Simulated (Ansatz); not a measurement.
# 5-layer 2H-WS2 (2H stacking) in a perpendicular field, part 3 of 3

What dipole does a perpendicular field induce in the 5-layer 2H-WS2 (2H stacking), and does the gap follow? A positive field points along +c.

Ansatz 0.2.0; plane-wave DFT, PBE-D4, Ansatz PAW.

So far, gap along the path (eV): step 3 (single point, field 0) 1.02; step 5 (field -0.1 V/Å) 0.909; step 6 (field 0.2 V/Å) 0.683; step 7 (field -0.2 V/Å) 0.683; step 8 (field 0.35 V/Å) 0.323.

## 9. Response, atoms held

This step: plane-wave DFT, PBE-D4, Ansatz PAW; response to a field along the normal, atoms held (Ansatz 0.2.0).

The dipoles give the slope, and the difference of two potentials shows where the field is screened.

This step gave:

```yaml
equivalent_conductor_thickness_p_eps_0ae: 25.76 Å
distance_between_the_outer_atoms: 27.55 Å
```

The dipole of the cell by applied field:

```
applied field (V/Å)  dipole of the cell (e·Å)
             -0.200                    -0.246
             -0.100                    -0.123
              0.000                    7.2e-7
              0.100                     0.123
              0.200                     0.246
              0.350                     0.434
```

The local field over applied field oscillates, so the rows of the table below give means over windows of 6.12 Å about each position, cut where the curve ends. Its maxima inside the range that stand out by 2 % of the span (Å: value): 13.7: 0.305, 19.8: 0.303, 25.8: 0.303, 31.9: 0.305. Its minima: 10.5: 0.0407, 16.7: 0.0381, 22.8: 0.0380, 28.9: 0.0381, 35.0: 0.0407.

Local field over the applied field, running mean. From the potentials at -0.1 and 0.1 V/Å; running mean over 2.5 Å. Table of local field over applied field by z; means over each step:

```
z (Å)  local field over applied field
 7.19                           0.633
13.31                           0.155
19.43                           0.154
25.55                           0.154
31.67                           0.154
37.79                           0.543
```

The induced electron density oscillates, so the rows of the table below give means over windows of 2.99 Å about each position, cut where the curve ends. Its maxima inside the range that stand out by 2 % of the span (Å: e/Å³ per V/Å): 8.1: 0.00360, 9.1: 0.00108, 11.2: 4.3e-4, 14.2: 0.00229, 17.4: 4.2e-4, 20.4: 0.00230, 23.5: 4.1e-4, 26.5: 0.00230, 29.5: 4.2e-4, 32.6: 0.00231, 35.6: 5.6e-4, 36.7: -9.0e-4. Its minima: 8.8: 9.0e-4, 10.0: -5.6e-4, 13.0: -0.00231, 16.1: -4.2e-4, 19.1: -0.00230, 22.1: -4.1e-4, 25.2: -0.00230, 28.2: -4.2e-4, 31.3: -0.00229, 34.3: -4.3e-4, 36.4: -0.00108, 37.6: -0.00362.

Electrons, planar mean, per unit field. Table of induced electron density by z; means over each step:

z (Å), induced electron density (e/Å³ per V/Å) and a bar from the least value:
```
     5.62    0.00021 #################
     8.61    0.00153 ##############################
    11.60   -0.00055 #########
    14.59    0.00058 ####################
    17.58   -0.00048 ##########
    20.57    0.00050 ####################
    23.56   -0.00041 ###########
    26.55    0.00042 ###################
    29.54   -0.00035 ###########
    32.53    0.00035 ##################
    35.52   -0.00033 ###########
    38.51   -0.00147
```

The smaller of the gaps on the path and on the k-mesh, counted as 0 under 0.03 eV. Gap against applied field:

| applied field (V/Å) | gap (eV) |
| --- | --- |
| -0.200 | 0.683 |
| -0.100 | 0.909 |
| 0.000 | 1.02 |
| 0.100 | 0.909 |
| 0.200 | 0.683 |
| 0.350 | 0.323 |

By hand: between -0.1 and 0.1 V/Å the dipole changes by 0.2456 e·Å, a slope of 1.228 e·Å²/V. A perfect conductor of thickness t has p = ε₀AEt, so t = 180.95 × 1.228 / 8.626 = 25.76 Å (e/ε₀ = 180.95 V·Å, A in Å²).

The induced dipole is that of a conductor 25.76 Å thick.

## 10. The same run with other settings

This step: plane-wave DFT, PBE-D4, Ansatz PAW, but for the change named below (Ansatz 0.2.0).

A run with a changed input: it repeats the earlier run at 0.1 V/Å with hamiltonian.xc from pbe to rpbe and basis.ecutrho_ratio to 12.

File input.yaml:

```yaml
crystal:
  lattice:
    - [3.1560698688, 0.0, 0.0]
    - [-1.5780349344, 2.7332366825, 0.0]
    - [0.0, 0.0, 45.5520634438]
  atoms:
    - { symbol: S, position: [0.3333333333, 0.6666666667, 0.197576121] }
    - { symbol: W, position: [0.0, 0.0, 0.2321806605] }
    - { symbol: S, position: [0.3333333333, 0.6666666667, 0.2667492803] }
    - { symbol: S, position: [0.0, 0.0, 0.3315444903] }
    - { symbol: W, position: [0.3333333333, 0.6666666667, 0.3661149118] }
    - { symbol: S, position: [0.0, 0.0, 0.4006856427] }
    - { symbol: S, position: [0.3333333333, 0.6666666667, 0.4654291341] }
    - { symbol: W, position: [0.0, 0.0, 0.5] }
    - { symbol: S, position: [0.3333333333, 0.6666666667, 0.5345708659] }
    - { symbol: S, position: [0.0, 0.0, 0.5993143573] }
    - { symbol: W, position: [0.3333333333, 0.6666666667, 0.6338850882] }
    - { symbol: S, position: [0.0, 0.0, 0.6684555097] }
    - { symbol: S, position: [0.3333333333, 0.6666666667, 0.7332507197] }
    - { symbol: W, position: [0.0, 0.0, 0.7678193395] }
    - { symbol: S, position: [0.3333333333, 0.6666666667, 0.802423879] }
kpoints:
  mp_grid: { grid: [18, 18, 1] }
  band_path:
    path: [[0, 0, 0], [0.5, 0, 0], [0.33333333, 0.33333333, 0], [0, 0, 0]]
    npoints: 16
hamiltonian:
  xc: rpbe
  dispersion: d4
scf:
  occupations: { method: fermi_dirac, width: 0.05 }
  convergence: { dr2_threshold: 1.0e-10 }
efield:
  axis: 3
  dipole_correction: true
  ramp_position: 0.97
  ramp_width: 0.06
  amplitude: 0.1
output:
  write_potential: true
  write_density: true
  volumetric_format: npy
basis:
  ecutrho_ratio: 12
```

Run with:

```sh
> ansatz run input.yaml --threads 8 --pin off --max-ram 12288MiB --backend cpu --events-out ev --progress --plain --runs-dir out
```

Numbers of over 12 decimals in the logs are rounded to 6 here.

The program printed:

```text
[...]
Crystal: 15 atoms, lattice volume = 392.945 Å³
Basis set: ecut = 420 eV, 7593 PW (Γ)
Bands: 80, of which v1, the nominal top of the filled ones, is band 65 counted from 1 (64 counted from 0)
Symmetry: 6 space group operations
k-points: 37 of 324 (time reversal used)
[...]
SCF iter   1: F=—  HF=-61069.123133 eV  |F-HF|=—  |Δ(HF+E_count)|=         —  Δρ=3.88e-2  dr2=6.33e0  ethr=3.10e-3  p=0.142 e·Å  D=6.54e-2 V/Å  ΔV_dip=-2.98 eV  dr2_dipole=3.83e-3  V_vac-E_F(+/−)=6.13/4.89 eV  ⟨swp⟩=7.6  Hψ=13769  notcnv=0
[...]
SCF iter  15: F=-61067.369584 eV  HF=-61067.369584 eV  |F-HF|=1.16e-10  |Δ(HF+E_count)|=    0.00e0  Δρ=7.55e-8  dr2=6.94e-11  ethr=1.00e-12  p=0.122 e·Å  D=5.63e-2 V/Å  ΔV_dip=-2.57 eV  dr2_dipole=1.81e-13  V_vac-E_F(+/−)=5.31/3.66 eV  ⟨swp⟩=10.7  Hψ=11394  notcnv=0
SCF 1 converged in 15 iterations: F = -61067.369584 eV  dr2 = 6.94e-11
[...]
SCF converged after 15 iterations
Free energy (F): -61067.369584 eV
[...]
Internal energy: -61067.369582 eV  (E = F + TS)
E sigma→0 (E₀):  -61067.369583 eV
Entropy (-TS):   -0.000003 eV (-0.000 meV/atom)
Fermi energy:    6.857214 eV
Dipole field:    D = 0.056320 V/Å  (p = 0.122301 e·Å, saw-weighted, corrected)
Work function:   not extracted (applied field tilts the vacuum); planar V_es + V_field profile in the machine report
[...]
--- Band table (eV; the first three rows and the last of 37) ---
  k-point 0: bands = [... 61 lower, 5.6774, 6.0012, 6.2334, 6.4285, 8.5169, 8.5169, 8.5846, 8.5846, ... 11 higher]
  k-point 1: bands = [... 61 lower, 5.6566, 5.9475, 6.1526, 6.3343, 8.4726, 8.5218, 8.5540, 8.5643, ... 11 higher]
  k-point 2: bands = [... 61 lower, 5.5575, 5.7613, 5.9072, 6.0612, 8.2289, 8.3669, 8.4258, 8.4300, ... 11 higher]
  k-point 36: bands = [... 61 lower, 5.6584, 5.7557, 5.8577, 5.9911, 7.5229, 7.6104, 7.7066, 7.8030, ... 11 higher]
```

Elapsed: 49 s, on 8 threads of Arm Neoverse V1, shared host; peak memory 2.6 GiB; 6.4 min of CPU time.

```
                               quantity  this run  earlier run  difference
          dipole along the normal (e·Å)    0.1223       0.1228     -4.9e-4
                gap along the path (eV)    0.9467       0.9091       0.038
smallest direct gap along the path (eV)     1.532        1.538     -0.0058
```

What moves beyond 0.01 in its unit (for the dipole 0.5 % and 5e-5 e·Å): gap along the path (+0.0376 eV).

The change shows in the results, which are not taken further.

## 11. The same run with other settings: scf.lower_state_search = "off"

This step: plane-wave DFT, PBE-D4, Ansatz PAW (Ansatz 0.2.0).

Another changed input: it repeats the earlier run at 0.1 V/Å with scf.lower_state_search to off.

input.yaml, as its differences from that of step 10:

```diff
@@ -27,3 +27,3 @@
 hamiltonian:
-  xc: rpbe
+  xc: pbe
   dispersion: d4
@@ -32,2 +32,3 @@
   convergence: { dr2_threshold: 1.0e-10 }
+  lower_state_search: "off"
 efield:
@@ -42,3 +43 @@
   volumetric_format: npy
-basis:
-  ecutrho_ratio: 12
```

The program printed:

```text
[...]
Crystal: 15 atoms, lattice volume = 392.945 Å³
Basis set: ecut = 420 eV, 7593 PW (Γ)
Bands: 80, of which v1, the nominal top of the filled ones, is band 65 counted from 1 (64 counted from 0)
Symmetry: 6 space group operations
k-points: 37 of 324 (time reversal used)
[...]
SCF iter   1: F=—  HF=-60965.216733 eV  |F-HF|=—  |Δ(HF+E_count)|=         —  Δρ=3.87e-2  dr2=6.37e0  ethr=3.10e-3  p=0.142 e·Å  D=6.54e-2 V/Å  ΔV_dip=-2.98 eV  dr2_dipole=3.79e-3  V_vac-E_F(+/−)=6.22/4.98 eV  ⟨swp⟩=7.6  Hψ=13786  notcnv=0
[...]
SCF iter  15: F=-60963.296623 eV  HF=-60963.296623 eV  |F-HF|=2.26e-10  |Δ(HF+E_count)|=  7.28e-12  Δρ=8.31e-8  dr2=9.29e-11  ethr=1.00e-12  p=0.123 e·Å  D=5.65e-2 V/Å  ΔV_dip=-2.58 eV  dr2_dipole=3.55e-13  V_vac-E_F(+/−)=5.40/3.77 eV  ⟨swp⟩=10.6  Hψ=10787  notcnv=0
SCF 1 converged in 15 iterations: F = -60963.296623 eV  dr2 = 9.29e-11
[...]
SCF converged after 15 iterations
Free energy (F): -60963.296623 eV
[...]
Internal energy: -60963.296619 eV  (E = F + TS)
E sigma→0 (E₀):  -60963.296621 eV
Entropy (-TS):   -0.000004 eV (-0.000 meV/atom)
Fermi energy:    6.751534 eV
Dipole field:    D = 0.056544 V/Å  (p = 0.122789 e·Å, saw-weighted, corrected)
Work function:   not extracted (applied field tilts the vacuum); planar V_es + V_field profile in the machine report
[...]
--- Band table (eV; the first three rows and the last of 37) ---
  k-point 0: bands = [... 61 lower, 5.5842, 5.9142, 6.1482, 6.3415, 8.4274, 8.4274, 8.4949, 8.4949, ... 11 higher]
  k-point 1: bands = [... 61 lower, 5.5647, 5.8611, 6.0672, 6.2467, 8.3794, 8.4336, 8.4675, 8.4700, ... 11 higher]
  k-point 2: bands = [... 61 lower, 5.4672, 5.6748, 5.8200, 5.9714, 8.1315, 8.2661, 8.3228, 8.3423, ... 11 higher]
  k-point 36: bands = [... 61 lower, 5.5576, 5.6530, 5.7534, 5.8863, 7.4239, 7.5093, 7.6031, 7.6970, ... 11 higher]
```

Run time: 46 s. Hardware: 8 threads; peak memory 2.2 GiB; 6.1 min of CPU time.

This step gave:

| Property | Result |
| --- | --- |
| dipole along the normal | 0.1228 e·Å |
| gap along the path | 0.9091 eV |
| smallest direct gap along the path | 1.538 eV |
| gap, the smaller of path and mesh | 0.9091 eV |

The electronic bands at the labelled points (eV, zero at the Fermi level of the run, which the smearing sets inside the gap):

```
  point  band 62  band 63  band 64  band 65  band 66  band 67  band 68  band 69
      Γ    -1.17    -0.84    -0.60    -0.41     1.68     1.68     1.74     1.74
halfway    -2.07    -1.98    -1.89    -1.78     0.87     1.09     1.28     1.29
      M    -2.08    -2.06    -1.96    -1.83     1.70     1.79     1.88     1.98
halfway    -1.63    -1.53    -1.42    -1.29     1.36     1.46     1.55     1.64
      K    -1.19    -1.10    -1.00    -0.87     0.67     0.76     0.85     0.95
halfway    -2.06    -1.97    -1.87    -1.77     0.50     0.71     0.92     1.14
      Γ    -1.17    -0.84    -0.60    -0.41     1.68     1.68     1.74     1.74
```

| quantity | this run | earlier run | difference |
| --- | --- | --- | --- |
| dipole along the normal (e·Å) | 0.1228 | 0.1228 | 0 |
| gap along the path (eV) | 0.9091 | 0.9091 | 0 |
| smallest direct gap along the path (eV) | 1.538 | 1.538 | 0 |

Nothing in the table moves by 0.01 in its unit (for the dipole 0.5 % and 5e-5 e·Å).

## 12. Summary of results

```yaml
gap_without_field: 1.02 eV
ionisation_energy_upper_face: 5.08 eV
electron_affinity_upper_face: 4.06 eV
equivalent_conductor_thickness_atoms_held: 25.8 Å
```

In words: The induced dipole equals that of a perfect conductor 25.76 Å thick, while the outer atoms lie 27.55 Å apart; an out-of-plane ε follows only once a thickness t is chosen, by 1 − 1/ε = 25.76 Å / t. The gap goes from 1.02 eV to 0.32 eV at 0.35 V/Å. With the field reversed the gap is 0.68 eV at -0.2 V/Å. Semilocal functionals give gaps that are too small, and excitons are not included. Spin-orbit coupling is left out, which matters for the bands of elements this heavy.

[Logs are printed without paths, hosts, clocks, repeated set-up lines and the standing remarks that a program may print on its own settings, such as how far it seeks lower states.]

[Hosts, paths, dates, database ids (printed as entryN), source tags and the programs' standing remarks are cut or masked in the printed files.]

[Maps of the electrostatic potential energy from Ansatz leave out the sawtooth potential of an applied field or a dipole correction, so their vacuum need not be flat; planar profiles and work functions include it.]
